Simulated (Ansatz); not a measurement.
# ZnSe: the cell at several levels of theory

One table from this session's results is given with a row withheld; the runs are named, their logs left out.

The runs shown are made with Ansatz 0.2.0. PAW datasets, plane waves, zero pressure. Values at 0 K without nuclear motion; spin polarisation is off, and the phase may be a hypothetical one.

## The cell

This is the cell as the run starts from it, not yet at rest; its lengths are not the crystal's.

Space group P6_3/mmc (No. 194), hexagonal; conventional cell a = 3.529 Å, c = 5.752 Å, 15.51 Å³ an atom. Around Zn lie 6 Se at 2.49 Å; around Se lie 6 Zn at 2.49 Å.

The structure in full:

```cif
data_structure
_symmetry_space_group_name_H-M 'P 1'
_symmetry_Int_Tables_number 1
_cell_length_a 3.5288
_cell_length_b 3.5288
_cell_length_c 5.7520
_cell_angle_alpha 90.000
_cell_angle_beta 90.000
_cell_angle_gamma 120.000
_cell_volume 62.03
loop_
_atom_site_label
_atom_site_type_symbol
_atom_site_fract_x
_atom_site_fract_y
_atom_site_fract_z
_atom_site_occupancy
Zn1 Zn 0.00000 0.00000 0.00000 1
Zn2 Zn 0.00000 0.00000 0.50000 1
Se1 Se 0.33333 0.66667 0.25000 1
Se2 Se 0.66667 0.33333 0.75000 1
```

Set-up of the first run:

Input file input.yaml:

```yaml
crystal:
  lattice:
    - [3.5288493, 0.0, 0.0]
    - [-1.76442465, 3.0560731399, 0.0]
    - [0.0, 0.0, 5.752024359]
  atoms:
    - { symbol: Zn, position: [0.0, 0.0, 0.0] }
    - { symbol: Zn, position: [0.0, 0.0, 0.5] }
    - { symbol: Se, position: [0.3333333333, 0.6666666667, 0.25] }
    - { symbol: Se, position: [0.6666666667, 0.3333333333, 0.75] }
kpoints:
  mp_grid: { grid: [12, 12, 4] }
hamiltonian:
  xc: pbe
scf:
  occupations: { method: fermi_dirac, width: 0.02 }
relax:
  f_tol: 0.005
  cell: {}
```

Launch:

```console
> ansatz run input.yaml --threads 2 --pin off --max-ram 2211MiB --backend cpu --events-out ev --progress --plain --runs-dir out
```

Steps of the session up to this table: Relaxing with PBE; r2SCAN: cell and atoms; Relaxation with PBEsol; LDA: cell and atoms; Relaxing with HSE06.

One of the session's tables, all rows but one given; the rest of the session is left out.

It belongs to the step «The cells side by side». 

| level | a (Å) | c (Å) | volume (Å³/atom) |
| --- | --- | --- | --- |
| PBE | 3.818 | 6.183 | 19.515 |
| r2SCAN | 3.780 | 6.132 | 18.966 |
| PBEsol | 3.744 | 6.087 | 18.477 |
| LDA | ? | ? | ? |
| HSE06 | 3.793 | 6.138 | 19.121 |

**Question.** Estimate the row for LDA.

The run gave: a (Å): 3.705; c (Å): 6.021; volume (Å³/atom): 17.892. In the column «a (Å)» it is the lowest.

In words: The first relaxation changed the volume by +25.8 % from the start. LDA gives the smallest cell and PBE the largest; they differ by 9.1 % in volume, a mean of 2.9 % in length. The meshes differ: PBE 12×12×4, r2SCAN 12×12×4, PBEsol 12×12×4, LDA 12×12×4, HSE06 6×6×4.
